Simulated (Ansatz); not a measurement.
# GaN: the band gap up the ladder of functionals

The task here is to estimate one member of a computed series from the others.

The runs shown are made with Ansatz 0.2.0. PAW datasets, plane waves. Spin-unpolarised throughout; all numbers are computed.

### The structure to begin with

The cell was relaxed beforehand with r2SCAN.

It is cubic, F-43m (No. 216); conventional cell a = 4.498 Å, 11.37 Å³ an atom. Ga has 4 N at 1.95 Å; N has 4 Ga at 1.95 Å.

The structure in full:

```
Ga N
1.0
     0.00000    2.24895    2.24895
     2.24895    0.00000    2.24895
     2.24895    2.24895    0.00000
Ga N
1 1
Direct
  0.00000 0.00000 0.00000
  0.25000 0.25000 0.25000
```

Set-up of the first run:

File input.yaml:

```yaml
crystal:
  lattice:
    - [0.0, 2.2489525403, 2.2489525403]
    - [2.2489525403, 0.0, 2.2489525403]
    - [2.2489525403, 2.2489525403, 0.0]
  atoms:
    - { symbol: Ga, position: [0.0, 0.0, 0.0] }
    - { symbol: "N", position: [0.25, 0.25, 0.25] }
kpoints:
  mp_grid: { grid: [10, 10, 10] }
  band_path:
    path:
      - [[0.0, 0.0, 0.0], [-0.5, -0.5, -4.325858045376e-34], [-0.375, -0.375, 0.25]]
      - [[-0.375, -1.057969607269e-16, 0.375], [0.0, 0.0, 0.0], [3.080304908572e-18, 3.080304908572e-18, 0.5], [-0.5, -0.25, 0.25], [-0.5, -0.5, -4.325858045376e-34]]
    npoints: 10
hamiltonian:
  xc: pbe
scf:
  occupations: { method: fermi_dirac, width: 0.02 }
  n_extra_bands: 4
output:
  forces: true
  stress: true
  eigenvalues: true
```

The run is started by

```bash
> ansatz run input.yaml --threads 2 --pin off --max-ram 2211MiB --backend cpu --events-out ev --progress --plain --runs-dir out
```

Steps of the session up to this table: PBE bands along the symmetry lines; r2SCAN; HSE06; Single point with PBE+SOC; G0W0 on PBE; PBE0 at the same geometry.

One of the session's tables, all rows but one given; the rest of the session is left out.

| level | gap (eV) |
| --- | --- |
| PBE | 1.76 |
| r2SCAN | 2.17 |
| HSE06 | 3.01 |
| PBE+SOC | ? |
| G0W0@PBE (67 empty bands) | 2.84 |
| PBE0 | 3.70 |

Estimate the missing values for PBE+SOC.

The run gave: gap (eV): 1.75. In the column «gap (eV)» it is the lowest.

Meshes: PBE 10×10×10, r2SCAN 10×10×10, HSE06 6×6×6, PBE+SOC 10×10×10, PBE0 6×6×6

In words: PBE+SOC gives the least gap, 1.75 eV, and PBE0 the largest, 3.70 eV. PBE reaches 62 % of the G0W0@PBE value, and r2SCAN 76 %. PBE0 lies 0.69 eV above HSE06, which differs from it by screening the long-range exchange. No extrapolation in bands, cutoff or mesh was made for G0W0. The calculation is for fixed nuclei; the measurement holds lattice motion too.

Limits of these values: Warnings in the runs' records: stress exchange threshold loose, stress scf threshold loose.
